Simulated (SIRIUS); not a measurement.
Here is a SIRIUS 7.10.0 calculation.

sirius.json

```json
{
  "control": {
    "processing_unit": "cpu",
    "verbosity": 2,
    "num_bands_to_print": 19,
    "print_forces": true,
    "print_stress": true
  },
  "parameters": {
    "electronic_structure_method": "pseudopotential",
    "xc_functionals": ["XC_LDA_X", "XC_LDA_C_PW"],
    "gk_cutoff": 9.5,
    "pw_cutoff": 19.0,
    "ngridk": [6, 6, 6],
    "shiftk": [0, 0, 0],
    "smearing": "fermi_dirac",
    "smearing_width": 0.0018374661,
    "num_bands": 19,
    "num_mag_dims": 1,
    "num_dft_iter": 100,
    "energy_tol": 1e-08,
    "density_tol": 1e-06
  },
  "iterative_solver": {
    "type": "davidson",
    "min_tolerance": 1e-09,
    "tolerance_scale": [0.1, 0.25]
  },
  "mixer": {
    "type": "anderson",
    "beta": 0.5,
    "max_history": 8
  },
  "settings": {
    "tol_ne": 1e-10,
    "pseudo_grid_cutoff": 6.5,
    "smooth_initial_mag": true
  },
  "unit_cell": {
    "lattice_vectors": [
      [0.0, 4.073115689018, 4.073115689018],
      [4.073115689018, 0.0, 4.073115689018],
      [4.073115689018, 4.073115689018, 0.0]
    ],
    "atom_coordinate_units": "lattice",
    "atom_types": ["Fe", "O"],
    "atom_files": {
      "Fe": "Fe.json",
      "O": "O.json"
    },
    "atoms": {
      "Fe": [
        [0.0, 0.0, 0.0, 0.0, 0.0, 3.0]
      ],
      "O": [
        [0.5, 0.5, 0.5, 0.0, 0.0, 0.0]
      ]
    }
  }
}
```

Potentials or basis: PseudoDojo 0.4.1 PBE standard (scalar relativistic).

The run is started by

```console
$ upf_to_json Fe.upf
$ upf_to_json O.upf
$ OMP_NUM_THREADS=1 sirius.scf --input=sirius.json --output=out.json --task=0
```

**Question.** Estimate the band gap on the k mesh.

**Answer.** None (metal or under the smearing width).

**Question.** Predict the pressure.

**Answer.** -15.2 GPa.

Caveat: the k mesh is coarse (spacing up to 0.42 Å⁻¹), so the values aren't converged; the potentials were made for another functional, which shifts forces and pressure; a cell with one magnetic atom can't hold antiferromagnetic order, which such compounds often take; semilocal functionals often make such compounds metallic where correlation or magnetic order opens a gap, which also shifts bond lengths. With open d or f shells a metallic result of LDA can be an artefact of self-interaction; +U or a hybrid may open a gap.
